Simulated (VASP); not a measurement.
# Si, excitations by TDDFT: which settings are enough?

Si, Fd-3m (no. 227), 2 atoms in the cell. LDA, TDDFT by the Casida equation; PAW potentials Si_GW (LDA set). VASP 6.6.1.

Wanted: first bright excitation within 0.05 eV; spectrum (imaginary part of ε) within 15 %.

Kernel: local xc kernel.

POSCAR:
```
Si
1.0
    0.0000000000      2.7218511865      2.7218511865
    2.7218511865      0.0000000000      2.7218511865
    2.7218511865      2.7218511865      0.0000000000
Si
2
Direct
    0.5000000000      0.5000000000      0.5000000000
    0.7500000000      0.7500000000      0.7500000000
```

The series start from Conduction bands in the pairs: 4; Valence bands in the pairs: 3; Largest pair energy, which also ends the spectrum (eV): 25; Cutoff of the response function (eV): 150; Grid for exchange-like terms: Normal; k mesh: 6 × 6 × 6. Each series keeps the choices made before it, and each single choice may use up half of a tolerance. Times cover all steps of a run.

## Conduction bands in the pairs

| Conduction bands in the pairs | First bright excitation (eV) | Spectrum (imaginary part of ε), largest deviation against the largest value | Time (s) |
|---|---|---|---|
| 1 | 2.523 | 15 % | 13 |
| 2 | 2.523 | 6.8 % | 21 |
| 4 | 2.523 | 1.8 % | 37 |
| 6 | 2.523 | 0.18 % | 60 |
| 8 (reference) | 2.523 | 0 % | 92 |

Chosen: 2, the loosest value from which every tighter one stays within half of the tolerance.

## Valence bands in the pairs

| Valence bands in the pairs | First bright excitation (eV) | Spectrum (imaginary part of ε), largest deviation against the largest value | Time (s) |
|---|---|---|---|
| 1 | 2.524 | 28 % | 8.8 |
| 2 | 2.523 | 0.95 % | 11 |
| 3 | 2.523 | 0.39 % | 21 |
| 4 (reference) | 2.523 | 0 % | 19 |

Chosen: 2.

## Largest pair energy, which also ends the spectrum (eV)

| Largest pair energy, which also ends the spectrum (eV) | First bright excitation (eV) | Spectrum (imaginary part of ε), largest deviation against the largest value | Time (s) |
|---|---|---|---|
| 6 | 2.523 | – | 9.2 |
| 9 | 2.523 | – | 11 |
| 13 | 2.523 | 0.083 % | 11 |
| 18 | 2.523 | 0.033 % | 11 |
| 25 (reference) | 2.523 | 0 % | 11 |

Chosen: 13.

## Cutoff of the response function (eV)

| Cutoff of the response function (eV) | First bright excitation (eV) | Spectrum (imaginary part of ε), largest deviation against the largest value | Time (s) |
|---|---|---|---|
| 40 | 2.522 | 3.8 % | 11 |
| 80 | 2.523 | 0.2 % | 11 |
| 120 | 2.523 | 0.029 % | 11 |
| 150 | 2.523 | 0.01 % | 11 |
| 200 (reference) | 2.523 | 0 % | 11 |

Chosen: 40.

## Grid for exchange-like terms

| Grid for exchange-like terms | First bright excitation (eV) | Spectrum (imaginary part of ε), largest deviation against the largest value | Time (s) |
|---|---|---|---|
| Normal | 2.522 | 0 % | 11 |
| Fast | 2.522 | 0.0014 % | 8.5 |

Chosen: Normal; no other choice that stays within half of the tolerance saves 30 % of the time.

## k mesh

| k mesh | First bright excitation (eV) | Spectrum (imaginary part of ε), largest deviation against the largest value | Time (s) |
|---|---|---|---|
| 4 × 4 × 4 | 2.507 | 120 % | 5.1 |
| 6 × 6 × 6 | 2.522 | 45 % | 11 |
| 8 × 8 × 8 (reference) | 2.525 | 0 % | 41 |

Chosen: 8 × 8 × 8; the next looser run is off by more than half of the tolerance, so convergence isn't shown beyond this value.

The choices weren't compared together with a run at all the tightest settings, so their joint error isn't shown.

## The input

INCAR.step1:
```
PREC     = Accurate       # precision mode
ENCUT    = 250            # plane-wave cutoff, eV
ISMEAR   = 0              # smearing method
SIGMA    = 0.02           # smearing width, eV
EDIFF    = 1E-7           # SCF threshold, eV
LASPH    = True           # aspherical terms in the spheres
KPAR     = 4            
LWAVE    = True           # write WAVECAR
LCHARG   = False          # write CHGCAR
LOPTICS  = True           # frequency-dependent dielectric function
ALGO     = Normal         # electronic algorithm
NBANDS   = 16             # bands
NEDOS    = 2000           # points of the DOS
CSHIFT   = 0.1          
GGA      = CA             # functional
```

INCAR.step2:
```
PREC     = Accurate       # precision mode
ENCUT    = 250            # plane-wave cutoff, eV
ISMEAR   = 0              # smearing method
SIGMA    = 0.02           # smearing width, eV
EDIFF    = 1E-7           # SCF threshold, eV
LASPH    = True           # aspherical terms in the spheres
KPAR     = 4            
LWAVE    = False          # write WAVECAR
LCHARG   = False          # write CHGCAR
ALGO     = TDHF           # electronic algorithm
NBANDS   = 16             # bands
NBANDSO  = 2            
NBANDSV  = 2            
IBSE     = 2            
NBSEEIG  = 4            
LHARTREE = True         
LADDER   = False        
LFXC     = True         
ENCUTGW  = 40             # cutoff of the response function
GGA      = CA             # functional
PRECFOCK = Normal       
ANTIRES  = 0            
OMEGAMAX = 13           
CSHIFT   = 0.15         
NOMEGA   = 1000           # frequency points
ISTART   = 1             
```

KPOINTS:
```
Automatic mesh
0
Gamma
  8 8 8
  0 0 0
```

Commands (each step's output is kept before the next begins):
```
cat potpaw_LDA.64/Si_GW/POTCAR > POTCAR
cp INCAR.step1 INCAR
mpirun -np 4 vasp_std > vasp.out
cp INCAR.step2 INCAR
mpirun -np 4 vasp_std > vasp.out
```

Limits: The 8×8×8 mesh is coarse for a spectrum: peaks stand apart that a denser mesh merges, and ε at zero frequency can be far too high; the pairs hold 2 valence and 2 conduction bands, and what lies beyond is missing from ε.

The chosen input took VASP 6.6.1 41 s on 4 cores (Intel Xeon Platinum 8375C @ 2.90GHz (Ice Lake)), a shared host.

## An input that fails: no orbital derivatives

VASP's message: WAVEDER is missing or contains insufficient number of bands for this calculation, which will result in incorrect transitions and dielectric function. You should redo the groundstate calculation with LOPTICS = .TRUE. If you wish to proceed anyway, you can set IDIOT = ….

Changes against the starting input:
```
(step 1)
- LOPTICS = True
```
